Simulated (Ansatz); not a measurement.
# Calculated Mo-97 nuclear quadrupole resonance for Te2Mo under strain

Cell: a COD entry, relaxed with PBE at fixed cell and then changed (z compressed by 2 %, ions relaxed).

```xyz
12
Lattice="6.3300 0.0000 0.0000 0.0000 3.4690 0.0000 -0.9468 0.0000 13.5511" Properties=species:S:1:pos:R:3 pbc="T T T"
Te    3.1954    2.6018    4.7129
Te    2.1878    0.8672    8.8381
Te    3.6227    0.8672    1.4294
Te    1.7605    2.6018   12.1216
Te    0.4658    2.6018    2.0692
Te    4.9175    0.8672   11.4819
Te   -0.0284    0.8672    5.3408
Te    5.4116    2.6018    8.2103
Mo    1.5492    2.6018    6.8664
Mo    3.8340    0.8672    6.6846
Mo    1.1420    0.8672    0.1073
Mo    4.2412    2.6018   13.4438
```

Sites (sets of like atoms) are named by element and the number of their first atom in this list.

Level of theory: DFT, PBE, plane waves and PAW, scalar-relativistic, 420 eV cutoff, Γ-centred 7×13×4 k-points, Fermi–Dirac smearing 0.05 eV (Ansatz 0.2.0).

Mo-97: I = 5/2, Q = 255.0 mb (year-2017 value). Static lattice, zero field.

Task: Predict the zero-field Mo-97 lines of each site.

Result: For I = 5/2 and η = 0 the lines are 3|C_Q|/20 and twice that; η pulls their ratio below 2. At large η the states mix, and weaker lines appear at sums of the main ones; lines under 5 % of the strongest are left out.

```
site   atoms  V_zz (10²¹ V/m²)  C_Q (MHz)     η  line frequencies (MHz)
 Mo9   9, 10             -6.93      -42.7  0.78        9.73, 11.7, 21.5
Mo11  11, 12             -7.16      -44.2  0.77        9.97, 12.1, 22.1
```

Task: And for ⁹⁵Mo (I = 5/2, Q = -22.00 mb) on Mo11?

Result: C_Q scales with Q to 3.81 MHz, with lines at 0.861, 1.05, 1.91 MHz.

The run finds no gap above 0.1 eV (a metal, or nearly one), so the gradients can move by 10 % or more with the k-mesh. Without spin–orbit coupling the gradients at and beside Te can be off by some per cent, at some sites by more.
